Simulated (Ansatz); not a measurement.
# Two-dimensional strain map in LiCl

Computed with DFT PBE, scalar-relativistic, plane waves, PAW (Ansatz). Settings: plane waves to 420 eV, k-mesh 8×8×8 (Γ-centred), Gaussian smearing 0.05 eV. No spin polarisation. Energies are free energies at this smearing, counted from the undisturbed cell; pressure is positive in compression.

Zero of the scan (as given, not relaxed at this level; it stands at 0.4 GPa):

```xyz
2
Lattice="0.0000 2.5648 2.5648 2.5648 0.0000 2.5648 2.5648 2.5648 0.0000" Properties=species:S:1:pos:R:3 pbc="T T T"
Li    0.0000    0.0000    0.0000
Cl    2.5648    2.5648    2.5648
```

The cell is strained by p along both x and y and by q along z, fractional coordinates fixed. Points are written (p, q).

Energy above the undisturbed cell in meV/atom (a dash: not computed):

```csv
p \ q,-0.050,-0.025,0.000,0.025,0.050
-0.050,52.9,38.3,29.0,23.9,21.9
-0.025,25.2,13.8,7.7,5.5,6.0
0.000,11.1,3.1,0.0,0.6,3.8
0.025,7.4,2.6,2.5,5.9,11.8
0.050,11.4,9.8,12.7,18.8,27.3
```

Pressure in GPa:

```
 p \ q  -0.050  -0.025  0.000  0.025  0.050
-0.050     7.6     6.1    4.9    3.9    3.2
-0.025     4.7     3.4    2.3    1.5    0.8
 0.000     2.5     1.3    0.4   -0.4   -0.9
 0.025     0.9    -0.2   -1.1   -1.7   -2.2
 0.050    -0.4    -1.4   -2.1   -2.7   -3.2
```

Gap on the k-mesh in eV:

| p \ q | -0.050 | -0.025 | 0.000 | 0.025 | 0.050 |
| --- | --- | --- | --- | --- | --- |
| -0.050 | 6.88 | 6.81 | 6.74 | 6.69 | 6.53 |
| -0.025 | 6.81 | 6.79 | 6.59 | 6.40 | 6.24 |
| 0.000 | 6.58 | 6.45 | 6.33 | 6.15 | 5.99 |
| 0.025 | 6.27 | 6.15 | 6.03 | 5.93 | 5.77 |
| 0.050 | 5.99 | 5.88 | 5.77 | 5.67 | 5.58 |